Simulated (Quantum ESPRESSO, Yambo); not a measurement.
Planning a run of Yambo 5.3.0 on AgCl (Fm-3m). The input:

```
optics
bss
bse
em1s
dipoles
rim_cut
RandQpts= 1000000
RandGvec= 1 RL
Chimod= "HARTREE"
BSKmod= "SEX"
BSEmod= "resonant"
BSSmod= "d"
BSENGexx= 30 Ry
BSENGBlk= 6 Ry
% BSEQptR
 1 | 1 |
%
% BSEBands
 6 | 16 |
%
% BEnRange
 0 | 10 | eV
%
% BDmRange
 0.1 | 0.1 | eV
%
BEnSteps= 101
% BLongDir
 1 | 0 | 0 |
%
% BndsRnXs
 1 | 97 |
%
NGsBlkXs= 6 Ry
% LongDrXs
 1 | 1 | 1 |
%
% KfnQP_E
 1.536 | 1.0 | 1.0 |
%
WRbsWF
```

```sh
OMP_NUM_THREADS=1 mpirun -n 4 yambo -F bse3.in -J bse3 -C bse3 > bse3.log
```

The stored states that it reads are on a 6×6×6 mesh. It takes space group Fm-3m (No. 225, cubic). The conventional cell has a = 5.597 Å, b = 5.597 Å, c = 5.597 Å, α = 90.00°, β = 90.00°, γ = 90.00°. Nearest to Ag lie 6 Cl at 2.80 Å. Nearest to Cl lie 6 Ag at 2.80 Å. Farther neighbours and most contacts between anions are not listed.

How long will it take on 4 MPI ranks of Intel Xeon Platinum 8259CL at 2.50GHz (Skylake/Cascade Lake), shared host, and how much memory?

It took 23 min; on shared hardware allow 11 min to 45 min. Peak host memory was 3 GiB.

The kernel grows as the square of the matrix size, and full diagonalisation as its cube.

[Paths, hosts, dates, memory and timing lines, banners, echoed tables and standing remarks are left out of the program output.]

[Logs are printed without paths, hosts, clocks, repeated set-up lines and the standing remarks that a program may print on its own settings, such as how far it seeks lower states.]

[Runs of the session that timed out or met a known fault of the program may be left out.]

[Hosts, paths, dates, database ids (printed as entryN), source tags and the programs' standing remarks are cut or masked in the printed files.]
